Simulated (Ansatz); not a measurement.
Field gradients at the nuclei in SiO2

The cell is a COD entry whose atoms were relaxed with PBE, the cell held.

Space group P2_13 (No. 198); a = 7.1600 Å.

```csv
site,Wyckoff,site symmetry,x,y,z
Si1,4a,.3.,0.2807,0.2807,0.2807
Si5,4a,.3.,0.0206,0.0206,0.0206
O9,4a,.3.,0.1505,0.1505,0.1505
O13,12b,1,0.6398,0.6616,0.0434
```

One atom of each set is listed.

Level of theory: DFT, r2SCAN, plane waves and PAW, scalar-relativistic, 500 eV cutoff, Γ-centred 4×4×4 k-points, Fermi–Dirac smearing 0.02 eV (Ansatz 0.2.0).

Conventions: |V_zz| ≥ |V_yy| ≥ |V_xx|, η = (V_xx − V_yy)/V_zz, C_Q = eQV_zz/h. ν_Q = 3|C_Q|/[2I(2I − 1)].

O-17: I = 5/2, Q = -25.58 mb. Quadrupole moments are those of Pyykkö's year-2017 table.

**Question.** What field gradients does the calculation give at each kind of site?

**Answer.** 

```csv
site,atoms,first shell,C_Q (MHz),η,ν_Q (MHz)
O9,4,"2 Si at 1.61 Å, angle 180°",-6.48,0.00,0.972
O13,12,"2 Si at 1.62 Å, angle 146°",-5.91,0.18,0.887
```

An axis of threefold or higher order runs through O9, so V_zz lies along it and η is zero. At O13 V_zz runs parallel to the line that joins its two neighbours (within 1°).

Si has no stable isotope with a ground-state quadrupole moment in the table, so these sites are left out.

The largest force is 0.3 eV/Å, so the atoms aren't at the calculated equilibrium and relaxing them would move these values. The database positions were far from equilibrium, so the relaxed structure may not be the compound's real one.

The run took 1.8 min of wall time (1.8 min of CPU time) and 1.2 GiB at its peak, on 1 thread of Arm Neoverse V1 (aarch64; 8 cores open to the job, memory cap 3.0 GiB, no GPU), a shared host with a load of 1.4 a core.
